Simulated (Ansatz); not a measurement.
# Sn (Fd-3m) in Ansatz: notebook

The runs below take Sn through band structure, phonons, with revPBE, LDA.

Program: Ansatz 0.2.0. These are calculated values, not measurements. Logs are shortened: lines on timing, memory, paths and dates and some standing lists are left out, and cuts for length are marked.

**1. The structure**

It takes space group Fd-3m (No. 227, cubic). The conventional cell has a = 6.467 Å, b = 6.467 Å, c = 6.467 Å, α = 90.00°, β = 90.00°, γ = 90.00°. Sn (site symmetry -43m) is surrounded by 4 Sn at 2.80 Å.

This isn't the form of Sn at room conditions, which is tetragonal (white tin).

**2. Band structure, revPBE**

input.yaml

```yaml
crystal:
  lattice:
    - [0.0, 3.2333428, 3.2333428]
    - [3.2333428, 0.0, 3.2333428]
    - [3.2333428, 3.2333428, 0.0]
  atoms:
    - { symbol: Sn, position: [0.75, 0.75, 0.75] }
    - { symbol: Sn, position: [0.5, 0.5, 0.5] }
kpoints:
  mp_grid: { grid: [7, 7, 7] }
  band_path:
    path:
      - [0.0, 0.0, 0.0]
      - [0.5, 0.0, 0.5]
      - [0.5, 0.25, 0.75]
      - [0.375, 0.375, 0.75]
      - [0.0, 0.0, 0.0]
      - [0.5, 0.5, 0.5]
      - [0.625, 0.25, 0.625]
      - [0.5, 0.25, 0.75]
    npoints: 10
scf:
  occupations: { method: fermi_dirac, width: 0.05 }
hamiltonian:
  xc: revpbe
  pseudopotentials: { kind: all_electron, lapw: { basis_error: 0.001 } }
output:
  forces: true
  stress: true
  eigenvalues: true
```

Potentials or basis: all-electron LAPW, scalar-relativistic.

Run with:

```sh
$ ansatz run input.yaml --threads 1 --pin off --max-ram 3072MiB --backend cpu --events-out ev --progress --plain --runs-dir out
```

The program printed:

```text
Warning: RAYON_NUM_THREADS=1 ignored (pool sized by the plan → 1); use --threads N
LAPW: plane waves up to 8.206 Å⁻¹, error target 1.0e-3 eV per atom; small_component_spin mean_spin; Sn in spheres of 1.400 Å, 22 of its electrons in bands, Dirac shells [] (how accurate: hamiltonian.pseudopotentials.lapw.basis_error, Limitations)
Engine: ansatz 0.2.0, aarch64-unknown-linux-gnu
Pseudopotentials: kind: all_electron
Pseudopotential: Sn, LAPW, valence charge 22, lapw/all_electron/scalar/gaussian/Sn, Koelling and Harmon's equation, gaussian nucleus
Functional definition: revPBE
  parameter kappa = 1.245
  parameter beta = 0.06672455060314922
  exchange = pbe_x(kappa = kappa, mu = beta*pi^2/3)
  correlation = pbe_c(beta = beta)
Crystal: 2 atoms, lattice volume = 67.606 Å³
Basis set: ecut = 256.53902097707896 eV, 609 PW (Γ), exchange–correlation at level 2
Bands: 27, of which v1, the nominal top of the filled ones, is band 22 counted from 1 (21 counted from 0)
Symmetry: 48 space group operations
Space group: Fd-3m (ITA 227), of the structure as read, at distance tolerance 4.1e-5 Å
k-points: 20 of 343
Non-local potential: Sn, projectors of the file, none
Initial density: superposition of atomic densities (chi_scale 0.1, normalization cell)
Initial wavefunctions: plane waves of lowest kinetic energy (no species holds an atomic orbital)
Functional: x = revpbe(κ = 1.245, μ = 0.2195149727645171), c = pbe(β = 0.06672455060314922)
iter 1 solved again at ethr=6.97e-4 eV; its pass at ethr=1.00e-1 eV (dr2=3.07e-1 eV) is discarded
SCF iter   1: F=—  HF=-336191.003594 eV  |F-HF|=—  |Δ(HF+E_count)|=         —  Δρ=1.87e-2  dr2=3.09e-1  ethr=6.97e-4  ⟨swp⟩=2.8  Hψ=3475  notcnv=0
preconditioner: auto → none  [insulator: Δε(μ)=0.348 eV  Ē_g=20.908 eV  σ=0.050 eV  W_gap=0.77  n_scr=14 (ndim 8)  ℏωp=23.9 eV  f_vac=0.119  D(μ)=0.20/eV (n_scr^D=0)  ε∞_Penn≈2.3]
SCF iter   2: F=—  HF=-336190.977810 eV  |F-HF|=—  |Δ(HF+E_count)|=   2.58e-2  Δρ=8.65e-3  dr2=6.50e-2  ethr=6.97e-4  ⟨swp⟩=2.0  Hψ=1599  notcnv=0
iter 3 solved again at ethr=5.07e-7 eV; its pass at ethr=1.48e-4 eV (dr2=2.23e-4 eV) is discarded
SCF iter   3: F=—  HF=-336190.982193 eV  |F-HF|=—  |Δ(HF+E_count)|=   4.38e-3  Δρ=6.82e-4  dr2=2.24e-4  ethr=5.07e-7  ⟨swp⟩=2.9  Hψ=2765  notcnv=0
SCF iter   4: F=—  HF=-336190.981417 eV  |F-HF|=—  |Δ(HF+E_count)|=         —  Δρ=2.72e-4  dr2=5.33e-5  ethr=5.07e-7  ⟨swp⟩=3.0  Hψ=1580  notcnv=0
the basis was enlarged: its passes take 190.2 KiB over the memory plan, 1 of 1 planned eigensolver slots
SCF iter   5: F=—  HF=-336190.981597 eV  |F-HF|=—  |Δ(HF+E_count)|=   1.79e-4  Δρ=5.58e-5  dr2=2.40e-6  ethr=1.21e-7  ⟨swp⟩=3.0  Hψ=1588  notcnv=0
SCF iter   6: F=-336190.981608 eV  HF=-336190.981608 eV  |F-HF|=2.69e-7  |Δ(HF+E_count)|=   1.12e-5  Δρ=8.28e-6  dr2=6.40e-8  ethr=5.44e-9  ⟨swp⟩=3.0  Hψ=1586  notcnv=0
SCF 1 converged in 6 iterations: F = -336190.981608 eV  dr2 = 6.40e-8
NSCF: frozen V_eff on 71 k-points
SCF converged after 6 iterations
Free energy (F): -336190.981608 eV
Harris-Foulkes:  -336190.981608 eV  (|F-HF|=2.69e-7)
Internal energy: -336190.979942 eV  (E = F + TS)
E sigma→0 (E₀):  -336190.980775 eV
Entropy (-TS):   -0.001666 eV (-0.833 meV/atom)
Fermi energy:    10.444153 eV
--- Per-component energies (eV) ---
  E_band       = -1551.396941
  E_kinetic    = 353586.702357
  E_xc         = -9008.690855
  E_electrostatic = -680768.991444  (all electrons and nuclei)
  E_smearing   = -0.001666  (= −TS)
  E_closure    = 0.000000  (closes the sum)
  E_atoms      = -336184.007924  (free atoms, spherical and without spin; not in F)
  Σ components = -336190.981608   (vs F -336190.981608, Δ=0.00e0)
  Basis errors (estimates in eV, not in F): energy 4.3e-4 per atom: plane waves 3.9e-4 (2.3e-4 summed), levels above the bands 5.6e-57, relativity 5.2e-8, radial functions 3.9e-5, core shells 4.4e-8; eigenvalues (radial functions only) 3.7e-7; not estimated: angular momenta, meshes, grids; target (lapw.basis_error) 1.0e-3; muffin-tin radii Sn 1.400 Å
--- Forces (eV/Å), atoms counted from 1 ---
  atom   1  Sn     0.00000000    -0.00000000    -0.00000000
  atom   2  Sn    -0.00000000    -0.00000000     0.00000000
  max |Σ_I F_I| component: 2.31e-18 eV/Å
--- Stress (GPa, compression-positive) ---
        4.823243       0.000000       0.000000
        0.000000       4.823243       0.000000
        0.000000       0.000000       4.823243
  P = ⅓ Tr σ = 4.8232 GPa (48.232 kbar)
--- Band table (eV; the first three rows and the last of 20) ---
  k-point 0: bands = ["-119.1094", "-119.1062", "-74.8900", "-74.8900", "-74.8900", "-74.8752", "-74.8752", "-74.8752", "-11.3122", "-11.3122", "-11.3122", "-11.2521", "-11.2521", "-10.9342", "-10.9342", "-10.9342", "-10.9247", "-10.9247", "-0.2320", "9.9233", "10.5082", "10.5082", "10.5082", "12.5902", "12.5902", "12.5902", "15.6002"]
  k-point 1: bands = ["-119.1093", "-119.1063", "-74.8902", "-74.8902", "-74.8897", "-74.8755", "-74.8750", "-74.8750", "-11.3257", "-11.3257", "-11.3072", "-11.2327", "-11.2327", "-10.9604", "-10.9604", "-10.9404", "-10.9020", "-10.9020", "-0.0332", "8.0236", "10.1513", "10.1513", "11.0798", "13.0470", "13.0470", "13.5418", "16.4981"]
  k-point 2: bands = ["-119.1090", "-119.1066", "-74.8906", "-74.8906", "-74.8889", "-74.8762", "-74.8746", "-74.8746", "-11.3417", "-11.3417", "-11.2958", "-11.2053", "-11.2053", "-10.9842", "-10.9842", "-10.9549", "-10.8847", "-10.8847", "0.5319", "5.9129", "9.6288", "9.6288", "10.7639", "13.5899", "13.5899", "15.5623", "16.7424"]
  k-point 19: bands = ["-119.1080", "-119.1076", "-74.8919", "-74.8916", "-74.8839", "-74.8812", "-74.8735", "-74.8732", "-11.3872", "-11.3742", "-11.2029", "-11.1333", "-11.1146", "-11.0812", "-11.0755", "-11.0210", "-10.8464", "-10.8337", "2.5029", "3.4063", "7.0664", "7.8792", "12.6869", "14.4047", "15.0344", "15.0388", "18.2388"]
```

It took 13 s on 1 thread of Arm Neoverse V2, shared host; peak memory 0.28 GiB.

Results:

* Free energy: -336190.9816 eV
* Pressure: 4.8 GPa
* Band gap along the path: none (metal or under the smearing width)

Levels at the corners of the path, in eV from the Fermi level:
```csv
point,band 18,band 19,band 20,band 21,band 22,band 23,band 24,band 25,band 26,band 27
Γ,-21.37,-10.68,-0.52,0.06,0.06,0.06,2.15,2.15,2.15,5.16
X,-21.30,-7.55,-7.55,-2.51,-2.51,0.85,0.85,7.79,7.79,9.46
W,-21.28,-7.49,-7.49,-3.09,-3.09,3.46,3.46,4.07,4.07,9.15
K,-21.28,-7.96,-7.06,-3.42,-2.15,1.13,3.40,5.83,6.04,6.87
Γ,-21.37,-10.68,-0.52,0.06,0.06,0.06,2.15,2.15,2.15,5.16
L,-21.32,-9.03,-6.33,-1.16,-1.16,0.05,3.23,3.23,5.73,8.65
U,-21.28,-7.96,-7.06,-3.42,-2.15,1.13,3.40,5.83,6.04,6.87
W,-21.28,-7.49,-7.49,-3.09,-3.09,3.46,3.46,4.07,4.07,9.15
```

Caveat: spin-orbit coupling is left out, which moves the levels of the heavy elements.

**3. Phonons, LDA**

input.yaml

```yaml
crystal:
  lattice:
    - [0.0, 3.2333428, 3.2333428]
    - [3.2333428, 0.0, 3.2333428]
    - [3.2333428, 3.2333428, 0.0]
  atoms:
    - { symbol: Sn, position: [0.75, 0.75, 0.75] }
    - { symbol: Sn, position: [0.5, 0.5, 0.5] }
kpoints:
  mp_grid: { grid: [5, 5, 5] }
scf:
  occupations: { method: fermi_dirac, width: 0.05 }
hamiltonian:
  xc: lda
  pseudopotentials: { kind: all_electron, lapw: { basis_error: 0.001 } }
output: {}
phonons:
  method: fd
  supercell: [1, 1, 1]
```

Potentials or basis: all-electron LAPW, scalar-relativistic.

Run with:

```sh
$ ansatz run input.yaml --threads 1 --pin off --max-ram 3072MiB --backend cpu --events-out ev --progress --plain --runs-dir out
```

The program printed:

```text
Warning: RAYON_NUM_THREADS=1 ignored (pool sized by the plan → 1); use --threads N
LAPW: plane waves up to 8.527 Å⁻¹, error target 1.0e-3 eV per atom; small_component_spin mean_spin; Sn in spheres of 1.358 Å, 22 of its electrons in bands, Dirac shells [] (how accurate: hamiltonian.pseudopotentials.lapw.basis_error, Limitations)
[... 3 set-up lines as earlier in the session ...]
Functional definition: SPW92
  exchange = slater_x
  correlation = pw_c
Crystal: 2 atoms, lattice volume = 67.606 Å³
Basis set: ecut = 277.01655455664064 eV, 725 PW (Γ), exchange–correlation at level 2
Bands: 27, of which v1, the nominal top of the filled ones, is band 22 counted from 1 (21 counted from 0)
[... 1 set-up line as earlier in the session ...]
k-points: 10 of 125
[... 3 set-up lines as earlier in the session ...]
Functional: x = slater, c = lda
iter 1 solved again at ethr=7.26e-4 eV; its pass at ethr=1.00e-1 eV (dr2=3.19e-1 eV) is discarded
SCF iter   1: F=—  HF=-335889.846700 eV  |F-HF|=—  |Δ(HF+E_count)|=         —  Δρ=1.94e-2  dr2=3.23e-1  ethr=7.26e-4  ⟨swp⟩=2.7  Hψ=1728  notcnv=0
preconditioner: auto → none  [insulator: Δε(μ)=0.560 eV  Ē_g=20.757 eV  σ=0.050 eV  W_gap=0.81  n_scr=14 (ndim 8)  ℏωp=23.9 eV  f_vac=0.123  D(μ)=0.52/eV (n_scr^D=0)  ε∞_Penn≈2.3]
SCF iter   2: F=—  HF=-335889.746325 eV  |F-HF|=—  |Δ(HF+E_count)|=   1.00e-1  Δρ=8.10e-3  dr2=5.35e-2  ethr=7.26e-4  ⟨swp⟩=2.0  Hψ=800  notcnv=0
iter 3 solved again at ethr=5.42e-7 eV; its pass at ethr=1.22e-4 eV (dr2=2.38e-4 eV) is discarded
SCF iter   3: F=—  HF=-335889.731409 eV  |F-HF|=—  |Δ(HF+E_count)|=   1.49e-2  Δρ=7.27e-4  dr2=2.45e-4  ethr=5.42e-7  ⟨swp⟩=3.0  Hψ=1380  notcnv=0
SCF iter   4: F=—  HF=-335889.730566 eV  |F-HF|=—  |Δ(HF+E_count)|=         —  Δρ=2.34e-4  dr2=2.49e-5  ethr=5.42e-7  ⟨swp⟩=2.1  Hψ=754  notcnv=0
the basis was enlarged: its passes take 104.3 KiB over the memory plan, 1 of 1 planned eigensolver slots
SCF iter   5: F=—  HF=-335889.730560 eV  |F-HF|=—  |Δ(HF+E_count)|=   6.23e-6  Δρ=3.13e-5  dr2=4.78e-7  ethr=5.66e-8  ⟨swp⟩=2.1  Hψ=753  notcnv=0
SCF iter   6: F=—  HF=-335889.730560 eV  |F-HF|=—  |Δ(HF+E_count)|=   2.36e-7  Δρ=2.36e-6  dr2=2.94e-9  ethr=1.09e-9  ⟨swp⟩=2.6  Hψ=759  notcnv=0
SCF iter   7: F=-335889.730560 eV  HF=-335889.730560 eV  |F-HF|=2.33e-10  |Δ(HF+E_count)|=   2.62e-9  Δρ=1.72e-7  dr2=1.77e-11  ethr=6.68e-12  ⟨swp⟩=2.7  Hψ=769  notcnv=0
SCF 1 converged in 7 iterations: F = -335889.730560 eV  dr2 = 1.77e-11
Symmetry: 4 space group operations
k-points: 27 of 125 (time reversal used)
Initial density: handed on by an earlier stage of this run
Initial wavefunctions: plane waves of lowest kinetic energy (no species holds an atomic orbital; no wavefunctions were taken with the density)
iter 1 solved again at ethr=2.19e-7 eV; its pass at ethr=1.00e-1 eV (dr2=9.66e-5 eV) is discarded
SCF iter   1: F=—  HF=-335889.730211 eV  |F-HF|=—  |Δ(HF+E_count)|=         —  Δρ=2.70e-4  dr2=7.68e-5  ethr=2.19e-7  ⟨swp⟩=5.0  Hψ=6134  notcnv=0
preconditioner: auto → none  [insulator: Δε(μ)=0.411 eV  Ē_g=20.809 eV  σ=0.050 eV  W_gap=0.71  n_scr=14 (ndim 8)  ℏωp=23.9 eV  f_vac=0.194  D(μ)=0.49/eV (n_scr^D=0)  ε∞_Penn≈2.3]
iter 2 solved again at ethr=1.06e-8 eV; its pass at ethr=1.74e-7 eV (dr2=4.66e-6 eV) is discarded
SCF iter   2: F=—  HF=-335889.730183 eV  |F-HF|=—  |Δ(HF+E_count)|=   2.76e-5  Δρ=9.06e-5  dr2=4.61e-6  ethr=1.06e-8  ⟨swp⟩=2.0  Hψ=3536  notcnv=0
SCF iter   3: F=—  HF=-335889.730183 eV  |F-HF|=—  |Δ(HF+E_count)|=   8.95e-7  Δρ=3.86e-5  dr2=8.15e-7  ethr=1.05e-8  ⟨swp⟩=2.0  Hψ=2029  notcnv=0
SCF iter   4: F=—  HF=-335889.730183 eV  |F-HF|=—  |Δ(HF+E_count)|=   4.84e-8  Δρ=4.47e-6  dr2=8.81e-9  ethr=1.85e-9  ⟨swp⟩=2.0  Hψ=2029  notcnv=0
SCF iter   5: F=-335889.730183 eV  HF=-335889.730183 eV  |F-HF|=2.33e-10  |Δ(HF+E_count)|=   4.95e-9  Δρ=6.69e-7  dr2=3.08e-10  ethr=2.00e-11  ⟨swp⟩=2.5  Hψ=2047  notcnv=0
SCF 2 converged in 5 iterations: F = -335889.730183 eV  dr2 = 3.08e-10
SCF converged after 7 iterations
Free energy (F): -335889.730560 eV
Harris-Foulkes:  -335889.730560 eV  (|F-HF|=2.33e-10)
Internal energy: -335889.726709 eV  (E = F + TS)
E sigma→0 (E₀):  -335889.728634 eV
Entropy (-TS):   -0.003852 eV (-1.926 meV/atom)
Fermi energy:    9.920479 eV
--- Per-component energies (eV) ---
  E_band       = -1560.469622
  E_kinetic    = 353169.230121
  E_xc         = -8702.902956
  E_electrostatic = -680356.053874  (all electrons and nuclei)
  E_smearing   = -0.003852  (= −TS)
  E_closure    = 0.000000  (closes the sum)
  E_atoms      = -335880.893080  (free atoms, spherical and without spin; not in F)
  Σ components = -335889.730560   (vs F -335889.730560, Δ=0.00e0)
  Basis errors (estimates in eV, not in F): energy 4.4e-4 per atom: plane waves 4.0e-4 (2.3e-4 summed), levels above the bands 4.2e-61, relativity 6.6e-9, radial functions 3.5e-5, core shells 1.1e-7; eigenvalues (radial functions only) 1.7e-7; not estimated: angular momenta, meshes, grids; target (lapw.basis_error) 1.0e-3; muffin-tin radii Sn 1.358 Å
--- Forces (eV/Å), atoms counted from 1 ---
  atom   1  Sn     0.00000000     0.00000000     0.00000000
  atom   2  Sn     0.00000000     0.00000000     0.00000000
  max |Σ_I F_I| component: 2.89e-18 eV/Å
--- Band table (eV; the first three rows and the last of 10) ---
  k-point 0: bands = ["-119.0061", "-119.0028", "-74.9306", "-74.9306", "-74.9306", "-74.9154", "-74.9154", "-74.9154", "-11.5867", "-11.5867", "-11.5867", "-11.5237", "-11.5237", "-11.2021", "-11.2021", "-11.2021", "-11.1910", "-11.1910", "-0.7195", "9.2422", "10.1079", "10.1079", "10.1079", "12.1672", "12.1672", "12.1672", "14.8694"]
  k-point 1: bands = ["-119.0058", "-119.0030", "-74.9309", "-74.9309", "-74.9300", "-74.9160", "-74.9151", "-74.9151", "-11.6077", "-11.6077", "-11.5775", "-11.4921", "-11.4921", "-11.2388", "-11.2388", "-11.2140", "-11.1606", "-11.1606", "-0.3343", "6.6332", "9.5270", "9.5270", "10.4213", "12.8901", "12.8901", "13.7688", "16.1991"]
  k-point 2: bands = ["-119.0054", "-119.0035", "-74.9315", "-74.9315", "-74.9289", "-74.9171", "-74.9146", "-74.9146", "-11.6228", "-11.6228", "-11.5617", "-11.4637", "-11.4637", "-11.2610", "-11.2610", "-11.2342", "-11.1448", "-11.1448", "0.6361", "4.1119", "8.9626", "8.9626", "9.9775", "13.2513", "13.2513", "15.6315", "16.9440"]
  k-point 9: bands = ["-119.0048", "-119.0040", "-74.9325", "-74.9322", "-74.9252", "-74.9208", "-74.9138", "-74.9135", "-11.6569", "-11.6487", "-11.4913", "-11.4101", "-11.3928", "-11.3617", "-11.3146", "-11.2775", "-11.1141", "-11.1067", "1.5968", "3.3622", "6.7935", "7.5582", "12.7677", "12.7873", "13.7049", "15.9662", "17.5273"]
--- Phonons: 1 displaced member + reference (amplitude 0.01 Å, Σ member SCF iterations 5) ---
  symmetry images taken by strict's conditions (phonons.symmetry_images: auto; settled by no image being taken that strict refuses)
  ASR residual: 1.008e-3 → 0.000e0 eV/Å²; symmetrization residual: 6.217e-15 eV/Å²
  largest component of a force at the reference: 2.0e-18 eV/Å
  ASR residual per site (eV/Å²): 1.01e-3 1.01e-3
  Γ frequencies (cm⁻¹): 0.00 0.00 0.00 186.06 186.06 186.06
  density of states and harmonic sums: on the 17×17×17 q-mesh, interpolated from the force constants of a 1×1×1 supercell (no non-analytic term)
  largest difference from the sums on the solved wave vectors: F 5.66e-1 eV, S 8.25e-4 and C_V 2.58e-4 eV/K
  zero-point energy: 0.047067 eV/cell   skipped modes (ω ≤ 0): 3   left out of the sums: 1.02e-4 of the cell's modes: C_V's classical limit lies that fraction below 3 k_B per atom; for a crystal, a wire or a layer, F and S can be off by more, and a phonons.interpolated_qmesh denser along its periods is the remedy for the sampling
```

It took 16 s on 1 thread of Arm Neoverse V2, shared host; peak memory 0.31 GiB.

Results:

```yaml
Free_energy: -335889.7306 eV
Band_gap_on_the_k_mesh: none (metal or under the smearing width)
Highest_phonon_frequency_at_Γ: 186 cm⁻¹
```

Phonon frequencies in cm⁻¹ (negative: imaginary):
```
              q point        frequencies
(0.000, 0.000, 0.000)  0 0 0 186 186 186
```

Caveat: the k mesh is thin for a metal, which can move the energy by tens of meV per atom; a metal's response needs a denser mesh.
